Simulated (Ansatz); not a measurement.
# BN (model cell, started as rocksalt type): following an unstable mode, part 2 of 2

Wanted: the energy along a soft mode of BN (model cell, started as rocksalt type) and the structure at the end.

Ansatz 0.2.0; DFT PBEsol, scalar-relativistic, plane waves, PAW; PAW set soft_1.

So far, highest frequency on the path or at a solved wavevector (cm⁻¹): step 2 (response at finite wavevector) 1093. Also lowest frequency on the path (cm⁻¹): step 2 -686.

The structure was built from a prototype and need not be the compound's stable phase.

## 4. The mode frozen in, largest atomic shift 0.14 Å

The atoms are moved along the unstable eigenvector, the largest shift by 0.14 Å, with the cell fixed.

File input.yaml:

```yaml
crystal:
  lattice:
    - [0.0, 1.7411762025, 1.7411762025]
    - [1.7411762025, 0.0, 1.7411762025]
    - [1.7411762025, 1.7411762025, 0.0]
  atoms:
    - { symbol: B, position: [-0.0402027089, 0.0402027089, -0.0402027089] }
    - { symbol: "N", position: [0.5310267211, 0.4689732789, 0.5310267211] }
kpoints:
  mp_grid: { grid: [12, 12, 12] }
hamiltonian:
  xc: pbesol
  pseudopotentials: { kind: paw, azcp: { folder: soft_1 }, xc_functional: pbe }
scf:
  occupations: { method: gaussian, width: 0.02 }
output:
  forces: true
  stress: true
  eigenvalues: true
```

Launch:

```bash
$ ansatz run input.yaml --threads 4 --pin off --max-ram 10240MiB --backend cpu --events-out ev --progress --plain --runs-dir out
```

Numbers of over 12 decimals in the logs are rounded to 6 here.

The program printed:

```text
[...]
Crystal: 2 atoms, lattice volume = 10.557 Å³
Basis set: ecut = 420 eV, 181 PW (Γ), exchange–correlation on 36×36×36 points (8 copies of the dense FFT grid, shifted against one another)
Bands: 8, of which v1, the nominal top of the filled ones, is band 4 counted from 1 (3 counted from 0)
Symmetry: 8 space group operations
[...]
k-points: 163 of 1728 (time reversal used)
[...]
atom   1  B      0.00000000    -0.35457703     0.00000000
  atom   2  N     -0.00000000     0.35467748     0.00000000
  max |Σ_I F_I| component: 1.00e-4 eV/Å
--- Stress (GPa, compression-positive) ---
      -10.139872       0.000000       0.000000
        0.000000      63.159923       0.000000
        0.000000       0.000000     -10.139872
  P = ⅓ Tr σ = 14.2934 GPa (142.934 kbar)
--- Band table (eV; the first three rows and the last of 163) ---
[...]
[key lines of the parts left out:]
SCF converged after 6 iterations
Free energy (F): -530.651256 eV
Fermi energy:    15.207703 eV
```

Run time: 0.46 s. Hardware: 4 threads of Intel Xeon Platinum 8375C at 2.90GHz (Ice Lake), shared host; peak memory 0.31 GiB; 1.4 s of CPU time.

Numbers from this step:

```yaml
pressure: 14.29 GPa
gap_on_the_k_mesh: 0.8684 eV
energy_from_the_undistorted_cell: -89.04 meV/atom
```

The energy, extrapolated to zero smearing, is -89.04 meV/atom against the undistorted cell.

The run ends at a pressure of 14.29 GPa, with forces up to 0.35 eV/Å.

## 5. Energy along the mode, all amplitudes (two of the runs are shown above)

An imaginary frequency means negative curvature, so the energy should fall and then rise again as anharmonic terms take over.

Numbers from this step:

| Property | Result |
| --- | --- |
| depth at the lowest point sampled | 89.04 meV/atom |
| largest atomic shift at that point | 0.14 Å |

Table of energy from the parent by largest atomic shift:

```csv
largest atomic shift (Å),energy from the parent (meV/atom)
0.0000,0
0.0400,-12.7
0.0800,-44.6
0.1400,-89.0
0.2200,6.68
```

Displacement at unit largest shift by atom:

```csv
atom,x (Å),y (Å),z (Å),size
B1,0.00,-1.00,0.00,1.00
N2,0.00,0.77,0.00,0.77
```

The lowest of the steps tried is at 0.14 Å, 89.0 meV/atom below the parent; the bottom of the well need not coincide with a step.

## 6. Relaxing from the distorted cell

Starting from the lowest point found, all atoms and the cell are let go, so that strain and other modes of the same symmetry can join in.

Edit input.yaml of step 4 so:

```diff
@@ -14,3 +14,3 @@
 scf:
-  occupations: { method: gaussian, width: 0.02 }
+  occupations: { method: fixed }
 output:
@@ -19 +19,6 @@
   eigenvalues: true
+relax:
+  adjacent_minimum: "off"
+  f_tol: 0.002
+  max_steps: 120
+  cell: { stress_tol: 0.03 }
```

The program printed:

```text
[...]
Crystal: 2 atoms, lattice volume = 10.557 Å³
Basis set: ecut = 420 eV, 181 PW (Γ), exchange–correlation on 36×36×36 points (8 copies of the dense FFT grid, shifted against one another)
Bands: 8, of which v1, the nominal top of the filled ones, is band 4 counted from 1 (3 counted from 0)
Symmetry: 8 space group operations
[...]
k-points: 163 of 1728 (time reversal used)
[...]
SCF iter   1: F=—  HF=-531.229567 eV  |F-HF|=—  |Δ(HF+E_count)|=         —  Δρ=1.47e-1  dr2=1.87e0  ethr=3.10e-3  ⟨swp⟩=3.8  Hψ=7376  notcnv=0  defer=308
[...]
SCF iter   7: F=-530.651256 eV  HF=-530.651256 eV  |F-HF|=1.44e-10  |Δ(HF+E_count)|=   4.15e-9  Δρ=3.79e-6  dr2=3.74e-10  ethr=3.79e-10  ⟨swp⟩=2.0  Hψ=4542  notcnv=0
SCF 1 converged in 7 iterations: F = -530.651256 eV  dr2 = 3.74e-10
[...]
relax step   1: F+E_penalty+E_count = -530.65125574 eV  Δ(F+E_penalty+E_count) = +0.000e0 eV  max|allowed force component| = 3.545e-1 eV/Å  Δτ_max = 0.0000 Å  P = +14.293 GPa  Ω = 10.557 Å³  (7 SCF iters, dr2 threshold 1.00e-7 eV, accepted)
Crystal: 2 atoms, lattice volume = 10.767 Å³
Basis set: ecut = 420 eV, 199 PW (Γ), exchange–correlation on 36×36×36 points (8 copies of the dense FFT grid, shifted against one another)
[...]
iter 1 solved again at ethr=6.64e-5 eV; its pass at ethr=3.10e-3 eV (dr2=5.31e-3 eV) is discarded
[...]
SCF iter   5: F=-530.817501 eV  HF=-530.817501 eV  |F-HF|=1.81e-9  |Δ(HF+E_count)|=   1.14e-7  Δρ=6.64e-6  dr2=3.07e-9  ethr=2.50e-9  ⟨swp⟩=6.0  Hψ=6713  notcnv=0
SCF 2 converged in 5 iterations: F = -530.817501 eV  dr2 = 3.07e-9
[...]
relax step   2: F+E_penalty+E_count = -530.81750115 eV  Δ(F+E_penalty+E_count) = -1.662e-1 eV  max|allowed force component| = 9.879e-1 eV/Å  Δτ_max = 0.0158 Å  P = +6.412 GPa  Ω = 10.767 Å³  energy of the carried Pulay correction = -8.538e-4 eV  (5 SCF iters, dr2 threshold 2.00e-7 eV, accepted)
Crystal: 2 atoms, lattice volume = 10.947 Å³
[...]
SCF iter   5: F=-531.038072 eV  HF=-531.038072 eV  |F-HF|=2.61e-9  |Δ(HF+E_count)|=   1.00e-7  Δρ=4.86e-5  dr2=7.23e-8  ethr=2.50e-9  ⟨swp⟩=5.0  Hψ=6938  notcnv=0
SCF 3 converged in 5 iterations: F = -531.038072 eV  dr2 = 7.23e-8
relax step   3: F+E_penalty+E_count = -531.03807151 eV  Δ(F+E_penalty+E_count) = -2.206e-1 eV  max|allowed force component| = 8.370e-1 eV/Å  Δτ_max = 0.0345 Å  P = +4.476 GPa  Ω = 10.947 Å³  energy of the carried Pulay correction = -1.570e-3 eV  (5 SCF iters, dr2 threshold 2.00e-7 eV, accepted)
[... from here on, the SCF cycles and remarks between the steps are left out ...]
relax step   4: F+E_penalty+E_count = -531.15050607 eV  Δ(F+E_penalty+E_count) = -1.124e-1 eV  max|allowed force component| = 4.830e-1 eV/Å  Δτ_max = 0.0423 Å  P = +6.416 GPa  Ω = 11.104 Å³  energy of the carried Pulay correction = -2.188e-3 eV  (5 SCF iters, dr2 threshold 2.00e-7 eV, accepted)
relax step   5: F+E_penalty+E_count = -531.16029944 eV  Δ(F+E_penalty+E_count) = -9.793e-3 eV  max|allowed force component| = 8.742e-2 eV/Å  Δτ_max = 0.0049 Å  P = +1.528 GPa  Ω = 11.183 Å³  energy of the carried Pulay correction = -2.496e-3 eV  (5 SCF iters, dr2 threshold 2.00e-7 eV, accepted)
relax step   6: F+E_penalty+E_count = -531.16094526 eV  Δ(F+E_penalty+E_count) = -6.458e-4 eV  max|allowed force component| = 1.482e-2 eV/Å  Δτ_max = 0.0017 Å  P = -0.455 GPa  Ω = 11.254 Å³  energy of the carried Pulay correction = -2.769e-3 eV  (4 SCF iters, dr2 threshold 2.00e-7 eV, accepted)
relax step   7: F+E_penalty+E_count = -531.16104009 eV  Δ(F+E_penalty+E_count) = -9.483e-5 eV  max|allowed force component| = 2.765e-6 eV/Å  Δτ_max = 0.0004 Å  P = -0.000 GPa  Ω = 11.238 Å³  energy of the carried Pulay correction = -2.708e-3 eV  (3 SCF iters, dr2 threshold 2.00e-7 eV, accepted)
relax step   8: F+E_penalty+E_count = -531.17565345 eV  Δ(F+E_penalty+E_count) = -1.461e-2 eV  max|allowed force component| = 2.001e-2 eV/Å  Δτ_max = 0.0000 Å  P = +1.524 GPa  Ω = 11.238 Å³  stress off target by 3.81e0 GPa  SCF on the basis re-selected at this cell (its energy is not comparable with the rows above)  (6 SCF iters)
relax step   9: F+E_penalty+E_count = -531.17601148 eV  Δ(F+E_penalty+E_count) = -3.580e-4 eV  max|allowed force component| = 1.693e-4 eV/Å  Δτ_max = 0.0008 Å  P = +0.099 GPa  Ω = 11.284 Å³  energy of the carried Pulay correction = -1.747e-4 eV  (4 SCF iters, dr2 threshold 2.00e-7 eV, accepted)
relax step  10: F+E_penalty+E_count = -531.17600070 eV  Δ(F+E_penalty+E_count) = +1.078e-5 eV  max|allowed force component| = 3.155e-4 eV/Å  Δτ_max = 0.0001 Å  P = +0.003 GPa  Ω = 11.287 Å³  energy of the carried Pulay correction = -1.875e-4 eV  (2 SCF iters, dr2 threshold 1.25e-7 eV, accepted)
relax step  11: F+E_penalty+E_count = -531.17620471 eV  Δ(F+E_penalty+E_count) = -2.040e-4 eV  max|allowed force component| = 5.066e-4 eV/Å  Δτ_max = 0.0000 Å  P = +0.009 GPa  Ω = 11.287 Å³  stress off target by 3.76e-2 GPa  SCF on the basis re-selected at this cell (its energy is not comparable with the rows above)  (5 SCF iters)
relax step  12: F+E_penalty+E_count = -531.17620380 eV  Δ(F+E_penalty+E_count) = +9.109e-7 eV  max|allowed force component| = 5.473e-5 eV/Å  Δτ_max = 0.0000 Å  P = +0.000 GPa  Ω = 11.287 Å³  energy of the carried Pulay correction = -9.644e-7 eV  (2 SCF iters, dr2 threshold 3.54e-9 eV, accepted)
[...]
SCF iter   4: F=-531.176207 eV  HF=-531.176207 eV  |F-HF|=3.41e-13  |Δ(HF+E_count)|=  1.40e-11  Δρ=1.44e-7  dr2=6.21e-13  ethr=1.00e-12  ⟨swp⟩=6.2  Hψ=7546  notcnv=0
SCF 13 converged in 4 iterations: F = -531.176207 eV  dr2 = 6.21e-13
relax step  13: F+E_penalty+E_count = -531.17620689 eV  Δ(F+E_penalty+E_count) = -3.082e-6 eV  max|allowed force component| = 2.288e-5 eV/Å  Δτ_max = 0.0000 Å  P = +0.000 GPa  Ω = 11.287 Å³  stress off target by 2.26e-4 GPa  SCF on the basis re-selected at this cell (its energy is not comparable with the rows above)  (4 SCF iters)
[...]
SCF converged after 4 iterations
Free energy (F): -531.176207 eV
[...]
Internal energy: -531.176207 eV  (E = F + TS)
E sigma→0 (E₀):  -531.176207 eV
Fermi energy:    13.967654 eV
[...]
--- Forces (eV/Å), atoms counted from 1 ---
  atom   1  B     -0.00000000     0.00002303    -0.00000000
  atom   2  N      0.00000000    -0.00002274    -0.00000000
  max |Σ_I F_I| component: 2.89e-7 eV/Å
--- Stress (GPa, compression-positive) ---
       -0.000049       0.000000       0.000000
        0.000000       0.000226      -0.000000
        0.000000      -0.000000      -0.000049
  P = ⅓ Tr σ = 0.0000 GPa (0.000 kbar)
--- Band table (eV; the first three rows and the last of 163) ---
[...]
--- Relaxed structure (10 steps of the walk, 10 accepted, 3 SCFs on fresh bases) ---
  F+E_penalty+E_count = -531.17620689 eV   max|allowed force component| = 2.288e-5 eV/Å   (the final SCF, on the basis selected at the relaxed cell)
  cell:  # Å, volume = 11.2871 Å³
    - [0, 2.011653, 1.674945]
    - [1.674945, 0, 1.674945]
    - [1.674945, 2.011653, 0]
  atoms:
    - { symbol: B, position: [-0.066015, 0.066015, -0.066015] }
    - { symbol: N, position: [0.556839, 0.443161, 0.556839] }
```

Elapsed: 5.6 s, on 4 threads; peak memory 0.36 GiB.

Relaxation path:

```csv
step,energy less that of the first step (eV),largest force component (eV/Å),pressure (GPa),volume (Å³)
1,0.0000,0.3545,14.29,10.56
2,-0.1662,0.9879,6.41,10.77
3,-0.3868,0.8370,4.48,10.95
4,-0.4992,0.4829,6.42,11.10
5,-0.5090,0.0874,1.53,11.18
6,-0.5097,0.0148,-0.45,11.25
7,-0.5098,0.0000,0.00,11.24
8*,-0.5244,0.0200,1.52,11.24
9,-0.5248,0.0002,0.10,11.28
10,-0.5247,0.0003,0.00,11.29
11*,-0.5249,0.0005,0.01,11.29
12,-0.5249,0.0001,0.00,11.29
13*,-0.5250,0.0000,0.00,11.29
```

Relaxation steps marked * repeat the geometry before them on a plane-wave basis chosen anew for their cell, so energy and pressure can jump there.

The run keeps the 8 symmetry operations that it works with, so distortions that break them were not tested.

```csv
cell as run,before,after,change
a (Å),2.462,2.618,+6.3 %
b (Å),2.462,2.369,-3.8 %
c (Å),2.462,2.618,+6.3 %
α (°),60.00,63.10,+5.2 %
β (°),60.00,53.80,-10.3 %
γ (°),60.00,63.10,+5.2 %
volume (Å³/atom),5.28,5.64,+6.9 %
```

The atoms that moved most (Å, as changes of fractional coordinates times the final cell):

```csv
atom,dx,dy,dz,length
B1,0.000,-0.104,0.000,0.104
N2,0.000,0.104,0.000,0.104
```

Final coordinates:

```
B N
1.0
     0.00000    2.01165    1.67494
     1.67494    0.00000    1.67494
     1.67494    2.01165    0.00000
B N
1 1
Direct
  0.93399 0.06601 0.93399
  0.55684 0.44316 0.55684
```

This step gave:

```yaml
pressure: 4.27e-5 GPa
volume_per_atom: 5.644 Å³
gap_on_the_k_mesh: 0 eV
```

The distorted start has space group I4mm; the relaxation ends in I4mm.

## 7. The new phase in its own primitive cell

The relaxed structure is symmetrised, reduced to its primitive cell and relaxed tightly, as its phonons need.

input.yaml, the sections that differ from step 6:

```yaml
crystal:
  lattice:
    - [-1.1843647897, 1.1843647897, 2.0116528736]
    - [1.1843647897, -1.1843647897, 2.0116528736]
    - [1.1843647897, 1.1843647897, -2.0116528736]
  atoms:
    - { symbol: B, position: [0.9339854785, 0.9339854785, 0.0] }
    - { symbol: "N", position: [0.5568385337, 0.5568385337, 0.0] }
kpoints:
  mp_grid: { grid: [24, 24, 24] }
relax:
  adjacent_minimum: "off"
  f_tol: 0.001
  max_steps: 60
  cell: { stress_tol: 0.01 }
# hamiltonian, scf, output: as in step 6
```

The program printed:

```text
[...]
Crystal: 2 atoms, lattice volume = 11.287 Å³
Basis set: ecut = 420 eV, 219 PW (Γ), exchange–correlation on 36×36×36 points (8 copies of the dense FFT grid, shifted against one another)
Bands: 8, of which v1, the nominal top of the filled ones, is band 4 counted from 1 (3 counted from 0)
Symmetry: 8 space group operations
[...]
k-points: 1063 of 13824 (time reversal used)
[...]
--- Relaxed structure (1 steps of the walk, 1 accepted, 1 SCFs on fresh bases) ---
[...]
cell:  # Å, volume = 11.2871 Å³
    - [-1.1843647897, 1.1843647897, 2.0116528736]
    - [1.1843647897, -1.1843647897, 2.0116528736]
    - [1.1843647897, 1.1843647897, -2.0116528736]
  atoms:
    - { symbol: B, position: [0.9339854785, 0.9339854785, 0.0] }
    - { symbol: N, position: [0.556839, 0.556839, 0.0] }
[key lines of the parts left out:]
SCF converged after 4 iterations
Free energy (F): -531.176203 eV
Fermi energy:    14.023689 eV
P = ⅓ Tr σ = 0.0014 GPa (0.014 kbar)
```

The job ended after 5.6 s (4 threads; peak memory 0.54 GiB).

Little changed from the start: no atom moved by 0.005 Å and no cell edge by 0.1 %.

Numbers from this step:

- pressure: 0.001413 GPa

The largest force component left is 0.081 meV/Å and the pressure is 0.001 GPa, within the tolerances set. The cell now holds 5.64 Å³/atom.

## 8. Modes of the new phase, k-mesh 24×24×24

A relaxed structure may still be a saddle point, so its zone-centre modes are computed. No field response is asked, since the mesh shows no gap.

Edit input.yaml of step 7 so:

```diff
@@ -16,9 +16,4 @@
 output:
-  forces: true
-  stress: true
   eigenvalues: true
-relax:
-  adjacent_minimum: "off"
-  f_tol: 0.001
-  max_steps: 60
-  cell: { stress_tol: 0.01 }
+phonons:
+  method: dfpt
```

The program printed:

```text
zone centre: on kpoints.mp_grid the ground state, and the responses unless they are solved on pairs of k-points, stand on 1963 of the mesh's 13824 k-points, reduced under 4 symmetry operations, with k and −k counted as one. Each operation leaves every solved displacement unchanged or reverses it
[...]
Crystal: 2 atoms, lattice volume = 11.287 Å³
Basis set: ecut = 420 eV, 219 PW (Γ), exchange–correlation on 36×36×36 points (8 copies of the dense FFT grid, shifted against one another)
Bands: 8, of which v1, the nominal top of the filled ones, is band 4 counted from 1 (3 counted from 0)
Symmetry: 8 space group operations
k-points: 1963 of 13824 (irreducible under 4 space group operations, time reversal used)
[...]
SCF iter   1: F=—  HF=-531.742518 eV  |F-HF|=—  |Δ(HF+E_count)|=         —  Δρ=1.40e-1  dr2=1.84e0  ethr=3.10e-3  ⟨swp⟩=3.7  Hψ=88476  notcnv=0  defer=3816
[...]
SCF iter   8: F=-531.176203 eV  HF=-531.176203 eV  |F-HF|=1.25e-12  |Δ(HF+E_count)|=  2.75e-10  Δρ=5.50e-7  dr2=1.08e-11  ethr=1.25e-12  ⟨swp⟩=5.8  Hψ=68381  notcnv=0
SCF 1 converged in 8 iterations: F = -531.176203 eV  dr2 = 1.08e-11
[...]
DFPT response loops at Γ: preconditioner auto → none (the input reference at scf.mixing.eps_inf says where Resta's filter doesn't serve); β = 0.50; Broyden in place of MSR1
SCF converged after 8 iterations
Free energy (F): -531.176203 eV
[...]
Internal energy: -531.176203 eV  (E = F + TS)
E sigma→0 (E₀):  -531.176203 eV
Fermi energy:    14.023688 eV
[...]
--- Band table (eV; the first three rows and the last of 1963) ---
[...]
--- Phonons (Γ-DFPT): 4 representative perturbations + reference, on 1963 of 13824 k-points (Σ response iterations 12) ---
  k mesh reduced under 4 symmetry operations, with k and −k counted as one. Each operation leaves every solved displacement unchanged or reverses it
  ASR residual: 1.407e-4 → 0.000e0 eV/Å²; symmetrization residual: 1.254e-7 eV/Å²
  ASR residual per site (eV/Å²): 1.00e-4 1.41e-4
  Γ frequencies (cm⁻¹): -477.73 -477.73 0.00 0.00 0.00 1015.89
  non-analytic LO–TO correction: not included (Born effective charges unavailable; polar crystals: no LO–TO splitting at Γ)
```

Elapsed: 15 s, on 4 threads; peak memory 0.9 GiB.

Numbers from this step:

```yaml
sum_rule_residual_before_enforcement: 1.41e-4 eV/Å²
point_group: 4mm
highest_optical_mode_at_the_zone_centre_no_lo_to_term: 1016 cm⁻¹
lowest_optical_zone_centre_mode: -477.7 cm⁻¹
```

Without the LO-TO term. Patterns of degenerate modes are one choice out of their space. The modes at Γ (shares of kinetic energy by element, %) (negative means imaginary):

```csv
mode,frequency (cm⁻¹),symmetry,B %,N %
1,-477.7,E,56,44
2,-477.7,E,56,44
3,0.0,acoustic,44,56
4,0.0,acoustic,44,56
5,0.0,acoustic,44,56
6,1015.9,A1,56,44
```

Displacements in mode 1 (-477.7 cm⁻¹), the largest set to 1:
```
B1   0.00  1.00  0.00
N2   0.00 -0.77  0.00
```

Displacements in mode 6 (1015.9 cm⁻¹), the largest set to 1:
```
B1   0.00  0.00  1.00
N2   0.00  0.00 -0.77
```

Before it was imposed, the acoustic sum rule was missed by 1.4e-4 eV/Å². Small misses are needed for a sound result but don't prove that mesh and cutoff are converged. The lowest optical mode is imaginary, 477.7i cm⁻¹, so the energy falls along it.

## 9. Summary of results

```
unstable mode of the parent                                                      : q = (0, 0, 0), 686i cm⁻¹
depth at the lowest point sampled                                                : 89.0 meV/atom
largest atomic shift at that point                                               : 0.14 Å
space group reached (within 0.01 Å)                                              : I4mm
energy gained over the parent (first relaxation, on the mesh of the frozen mode) : 352 meV/atom
volume per atom, phase reached                                                   : 5.64 Å³
lowest optical zone-centre mode, phase reached                                   : -478 cm⁻¹
highest optical mode at the zone centre (no LO-TO term), phase reached           : 1016 cm⁻¹
```

Along this mode the structure falls into I4mm, 352 meV/atom below the parent. At the parent's cell the well is 89.04 meV/atom deep on the steps tried, with its lowest point at a shift of 0.14 Å. Relaxing atoms and cell changes the gain by +262.48 meV/atom against the lowest step (energies at zero smearing). Most of the total comes from this relaxation. The new phase still has an imaginary mode at the zone centre of its cell, so it is a saddle point on the way to a lower structure. Of the 4 patterns followed to their end from this parent, this one ends 1332 meV/atom above the lowest, F-43m. Each path keeps the symmetry of its pattern, so a lower phase may lie along a pattern not tried. With no gap, or one that is small against the smearing, the frequencies hang on the k mesh and the smearing, most of all near Kohn anomalies. The PAW files were made for PBE and serve the other functionals too. The starting cell was built on a prototype and not taken from a measurement, so the phase need not exist.

[Logs are printed without paths, hosts, clocks, repeated set-up lines and the standing remarks that a program may print on its own settings, such as how far it seeks lower states.]

[Hosts, paths, dates, database ids (printed as entryN), source tags and the programs' standing remarks are cut or masked in the printed files.]
